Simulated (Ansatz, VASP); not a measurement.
**One calculation of KCl, two programs**

```
K Cl
1.0
     3.52344    0.00000    0.00000
     0.00000    3.52344    0.00000
     0.00000    0.00000    3.52344
K Cl
1 1
Direct
  0.00000 0.00000 0.00000
  0.50000 0.50000 0.50000
```

Alike in both runs: task single point; functional PBEsol; k mesh 1 × 1 × 1; occupations gaussian, width 0.1 eV; no spin polarisation.

```csv
,VASP,Ansatz
version,VASP 6.6.1,Ansatz 0.2.0
potentials or method,"VASP PAW PBE potentials, release 64 (K_sv, Cl)","scalar-relativistic, plane waves, PAW"
plane-wave cutoff (eV),520,449
valence electrons in the cell,16,16
```

Ansatz gave:

```
gap on the k mesh at the Fermi level (eV) : 5.53
least direct gap on the mesh (eV)         : 5.53
```

Task: Which values does VASP return?

Result: gap on the k mesh at the Fermi level (eV): 5.52; least direct gap on the mesh (eV): 5.52.

With one functional, cell and mesh, what is left measures potentials, basis and numerics.

Caveats: the k mesh is coarse (spacing up to 1.78 Å⁻¹), so the values aren't converged; an odd mesh through Γ misses points on the zone boundary, where band edges often lie.
